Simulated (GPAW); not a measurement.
Wanted: an ASE script for a GPAW 26.7.0 run.

* Task: single point
* Functional: r2SCAN
* Potentials or basis: GPAW PAW data sets (gpaw-data 1.2.1)
* Cutoff: 450 eV
* Basis: pw
* k mesh: 6 × 6 × 4
* Occupations: fermi-dirac, width 0.05 eV
* Spin: no spin polarisation
* Hubbard terms: Pt d U = 4 eV
* Maxiter: 120
* Convergence: default

The structure of Te2Pt (Moncheite) lies in POSCAR:

```
Te2Pt
1.0
    4.0100000000      0.0000000000      0.0000000000
   -2.0050000000      3.4727618692      0.0000000000
    0.0000000000      0.0000000000      5.2010000000
Pt Te
1 2
Direct
    0.0000000000      0.0000000000      0.0000000000
    0.6666666667      0.3333333333      0.7500000000
    0.3333333333      0.6666666667      0.2500000000
```

One way to write it, as run:

run.py

```python
from ase.dft.bandgap import bandgap
from ase.io import read, write
from ase.units import GPa
from gpaw import GPAW, PW

atoms = read('POSCAR')

calc = GPAW(mode=PW(450),
            xc='MGGA_X_R2SCAN+MGGA_C_R2SCAN',
            kpts={'size': (6, 6, 4), 'gamma': True},
            occupations={'name': 'fermi-dirac', 'width': 0.05},
            setups={'Pt': ':d,4.0'},
            nbands=26,
            maxiter=120,
            txt='gpaw.txt')
atoms.calc = calc
energy = atoms.get_potential_energy()
forces = atoms.get_forces()
stress = atoms.get_stress()
calc.write('gs.gpw')
write('result.traj', atoms)
print(f'Energy: {energy:.6f} eV')
print('Forces (eV/A):')
print(forces.round(4))
print('Stress (GPa):', (stress / GPa).round(3))
print('Fermi level:', round(calc.get_fermi_level(), 4), 'eV')
print(f'Gap: {bandgap(calc)[0]:.4f} eV, direct: {bandgap(calc, direct=True)[0]:.4f} eV')
```

Potentials or basis: GPAW PAW data sets (gpaw-data 1.2.1), pw.

Command:

```console
$ OMP_NUM_THREADS=1 python run.py
```

Results of the run:

* Pressure: 5.0 GPa
* Largest force: 0.798 eV/Å
* Band gap on the k mesh: none (metal or under the smearing width)

Caveat: the cutoff is short for stress and forces, so pressures can be off by a GPa or more; the PAW data sets were made with another functional, which shifts forces and pressure a little; U without spin polarisation on a metal has little footing; the U is typed as a test and isn't derived for this compound.

Run time: 40 s on 1 thread of Arm Neoverse V2, on a shared host, peak memory 0.31 GiB.
